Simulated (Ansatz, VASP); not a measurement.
This is a calculation of AlN for Ansatz 0.2.0.

File input.yaml:

```yaml
crystal:
  lattice:
    - [3.113, 0.0, 0.0]
    - [-1.5565, 2.695937082, 0.0]
    - [0.0, 0.0, 4.981]
  atoms:
    - { symbol: Al, position: [0.6666666667, 0.3333333333, 0.5] }
    - { symbol: Al, position: [0.3333333333, 0.6666666667, 0.0] }
    - { symbol: "N", position: [0.6666666667, 0.3333333333, 0.88] }
    - { symbol: "N", position: [0.3333333333, 0.6666666667, 0.38] }
hamiltonian:
  xc: pbesol
  pseudopotentials: { kind: paw }
kpoints:
  mp_grid: { grid: [10, 10, 6] }
scf:
  occupations: { method: fermi_dirac, width: 0.05 }
output:
  forces: true
  stress: true
  eigenvalues: true
relax:
  f_tol: 0.01
  max_steps: 40
  cell: { stress_tol: 0.05 }
```

Potentials or basis: Ansatz PAW.

Launch:

```bash
$ ansatz run input.yaml --threads 1 --pin off --max-ram 3584MiB --backend cpu --events-out ev --progress --plain --runs-dir out
```

Question: Translate it to VASP 6.6.1. Potentials there: VASP PAW PBE potentials, release 64 (Al, N).

Answer: As run (the cutoff follows the program's own potentials):

INCAR

```
PREC = Accurate
ENCUT = 600
EDIFF = 1E-6
ISMEAR = -1
SIGMA = 0.05
LREAL = False
LASPH = True
NELM = 60
ALGO = Normal
ISIF = 3
LWAVE = False
LCHARG = False
GGA = PS
IBRION = 2
NSW = 60
EDIFFG = -0.01
```

File KPOINTS:

```
Automatic mesh
0
Gamma
  10 10 6
```

The input POSCAR:

```
AlN
1.0
    3.1130000000      0.0000000000      0.0000000000
   -1.5565000000      2.6959370820      0.0000000000
    0.0000000000      0.0000000000      4.9810000000
Al N
2 2
Direct
    0.6666666667      0.3333333333      0.5000000000
    0.3333333333      0.6666666667      0.0000000000
    0.6666666667      0.3333333333      0.8800000000
    0.3333333333      0.6666666667      0.3800000000
```

Potentials or basis: VASP PAW PBE potentials, release 64 (Al, N).

Launch:

```sh
$ cat potpaw_PBE.64/Al/POTCAR potpaw_PBE.64/N/POTCAR > POTCAR
$ mpirun -np 1 vasp_std > vasp.out
```

Both were run:

|  | VASP | Ansatz | Ansatz less VASP |
| --- | --- | --- | --- |
| gap on the k mesh at the Fermi level, each at its own relaxed structure (eV) | 4.12 | 4.09 | -0.027 |
| relaxed volume (Å³/atom) | 10.45 | 10.46 | +0.013 |
| relaxed cell length with the largest relative difference (Å) | 4.981 | 4.983 | +0.0025 |

Caveats: the PAW data sets were made with another functional, which shifts forces and pressure a little (VASP); the plane-wave basis is chosen anew once the cell has moved, so the energies of steps on either side of that aren't comparable (Ansatz); the pressure holds a Pulay correction of +0.5 GPa for the finite cutoff (Ansatz); the PAW data sets come from PBE, with cores solved anew for the run's functional, which leaves a small shift of forces and pressure (Ansatz). A k mesh can miss the band edges. A hybrid or GW would open this gap; PBEsol tends to underestimate it.
